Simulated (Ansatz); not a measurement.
The reference is ZnTe in the zinc blende structure (space group F-43m, No. 216; a = 6.115 Å).

All numbers come from r2SCAN/PAW in Ansatz (a program for electronic structure), without spin-orbit coupling, earlier PAW set.

One change was made to it. Results:

The band gap goes up by 0.314 eV, from 1.78 eV to 2.10 eV; the gap character changes from direct at Γ to indirect, Γ → Γ–X (86 % along); the hole mass (degenerate bands, along [100]) changes from 0.11, 0.45, 0.45 mₑ (at Γ) to 0.14, 0.33, 0.33 mₑ (at Γ); the lattice parameter a drops by 38.4 pm, from 611.5 pm to 573.1 pm.

Task: What was done to the base?
A. pressure 3 GPa
B. pressure −2 GPa
C. pressure 15 GPa

Result: C, pressure 15 GPa. For comparison, the band gap in the other runs: pressure −2 GPa gives 1.56 eV; pressure 3 GPa gives 2.06 eV.

Spin-orbit coupling, missing from the scalar runs, can matter with Te. Load acts through the strain it causes; cell and atoms are relaxed under it. Effective masses come from finite differences of ±0.01 Å⁻¹. Stability against distortions was not tested. Measured, ZnTe leaves this structure (for cinnabar) near 9.5 GPa (temperature not stated; as listed in Datta, Sujoy, Jana, Debnarayan, arXiv (2020)), on rising pressure, with hysteresis.
